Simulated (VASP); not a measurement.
The system is AlN.

```xyz
4
Lattice="3.3008 0.0000 0.0000 -1.6504 2.8586 0.0000 0.0000 0.0000 4.1384" Properties=species:S:1:pos:R:3 pbc="T T T"
Al    0.0000    1.9057    3.1038
Al    1.6504    0.9528    1.0346
N     0.0000    1.9057    1.0346
N     1.6504    0.9528    3.1038
```

Measurements of this composition are mostly on another form, of space group No. 186.

Base run:

* Program: VASP 6.6.1
* Functional: TB-mBJ
* Potentials or basis: VASP PAW PBE potentials, release 64 (Al, N)
* Cutoff: 520 eV
* k mesh: 9 × 9 × 6
* Occupations: gaussian, width 0.02 eV
* Spin: no spin polarisation

Its results: band gap on the k mesh 4.62 eV, direct.

Q: The run is repeated on the same cell with these changes: functional from TB-mBJ to PBEsol; further incar settings from ALGO = Normal; EDIFF = 1e-06; NBANDS = 16 to ALGO = Fast; EDIFF = 1e-06; NBANDS = 16. What comes out?

A: Band gap on the k mesh 3.35 eV, direct.
